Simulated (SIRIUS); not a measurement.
Runs of SIRIUS 7.10.0 on Sb. Symmetry: R-3m, No. 166, trigonal system. The conventional cell has a = 4.308 Å, b = 4.308 Å, c = 11.274 Å, α = 90.00°, β = 90.00°, γ = 120.00°. Sb (site symmetry 3m) is surrounded by 3 Sb at 2.91 Å. 

```tsv
level	potentials or basis	cutoff (eV)	libxc names	gap on the mesh (eV)	pressure (GPa)	largest force (eV/Å)
PBE	SG15 1.2 PBE (norm-conserving)	1102	["XC_GGA_X_PBE", "XC_GGA_C_PBE"]	(b)	2.8	0.05
XLYP	PseudoDojo 0.4.1 PBE standard (scalar relativistic)	1102	["XC_GGA_XC_XLYP"]	(a)	7.5	0.06
PBE	in-house norm-conserving set, PBE (scalar relativistic)	1102	["XC_GGA_X_PBE", "XC_GGA_C_PBE"]	0.13	2.8	0.07
PBE	PseudoDojo 0.5 PBE stringent (scalar relativistic)	1361	["XC_GGA_X_PBE", "XC_GGA_C_PBE"]	0.13	2.8	0.07
PBE	SPMS 1.0 PBE (norm-conserving)	1102	["XC_GGA_X_PBE", "XC_GGA_C_PBE"]	0.11	2.8	0.06
```

Alike in all rows: task single point; no spin polarisation; cell as given; k mesh 4 × 4 × 4; smearing fermi-dirac 0.05 eV; the mesh is coarse, so values aren't converged.

Problem. Estimate the missing entries.

Solution. (a) 0.19; (b) 0.10.

Caveats: all runs use coarse meshes; spin-orbit coupling is left out, which moves the levels of the heavy elements; the potentials were made for another functional, which shifts forces and pressure (some runs).

A k mesh can miss the band edges, and the runs leave out spin-orbit coupling on Sb.

Not every run made on this cell is shown here.
